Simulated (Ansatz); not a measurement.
**TePb: which structure wins at one pressure**

Which of rocksalt, CsCl, zincblende, wurtzite, NiAs has the lowest enthalpy for TePb at one common pressure? Methods of the runs shown: PAW.

Program: Ansatz 0.2.0. Level of theory: DFT, PBE, PAW with Ansatz's default frozen-core files, scalar-relativistic. These are calculated values, not measurements.

## 1. Starting point

The structure is cubic, space group Fm-3m (No. 225). Conventional cell: a = 6.171 Å, b = 6.171 Å, c = 6.171 Å, α = 90.00°, β = 90.00°, γ = 90.00°. Around Pb (site symmetry m-3m) lie 6 Te at 3.09 Å. Te (site symmetry m-3m) is surrounded by 6 Pb at 3.09 Å.

As a file:

```
CELL_PARAMETERS angstrom
0.00000 3.08538 3.08538
3.08538 0.00000 3.08538
3.08538 3.08538 0.00000
ATOMIC_POSITIONS crystal
Pb 0.00000 0.00000 0.00000
Te 0.50000 0.50000 0.50000
```

Atoms are numbered in the order of the input: Pb1, Te2.

## 2. Cell relaxed at zero pressure, PAW

The input, input.yaml:

```yaml
crystal:
  lattice:
    - [0.0, 3.085379018, 3.085379018]
    - [3.085379018, 0.0, 3.085379018]
    - [3.085379018, 3.085379018, 0.0]
  atoms:
    - { symbol: Pb, position: [0.0, 0.0, 0.0] }
    - { symbol: Te, position: [0.5, 0.5, 0.5] }
kpoints:
  mp_grid: { grid: [11, 11, 11] }
scf:
  occupations: { method: fermi_dirac, width: 0.1 }
hamiltonian:
  xc: pbe
  pseudopotentials: { kind: paw }
output:
  forces: true
  stress: true
relax:
  f_tol: 0.005
  max_steps: 40
  cell: {}
```

Started as:

```sh
$ ansatz run input.yaml --threads 1 --pin off --max-ram 3584MiB --backend cpu --events-out ev --progress --plain --runs-dir out
```

After this run come: Volume scaled by 0.7, to set the pressure, PAW; Rocksalt relaxed under pressure, PAW; CsCl relaxed under pressure, PAW; Zincblende relaxed under pressure, PAW; Wurtzite relaxed under pressure, PAW; NiAs relaxed under pressure, PAW.

What does the calculation give? Wanted: pressure; lowest.

The runs gave:

| quantity | value |
| --- | --- |
| pressure | 31 GPa |
| lowest (PAW) | CsCl, 149.9 meV/atom under NiAs |

What this shows: By PAW the order is CsCl < NiAs < rocksalt < wurtzite < zincblende. Some starts changed symmetry on relaxing: wurtzite ended as P6_3/mmc. Only these structures were tried, with electrons smeared by 0.1 eV and without vibrations, so the true ground state may be another. The k meshes differ between phases and weren't tested, which can move differences by some meV. Spin-orbit coupling is left out, though the cell holds Pb; in elements this heavy it can shift bands and gaps by tenths of an eV.
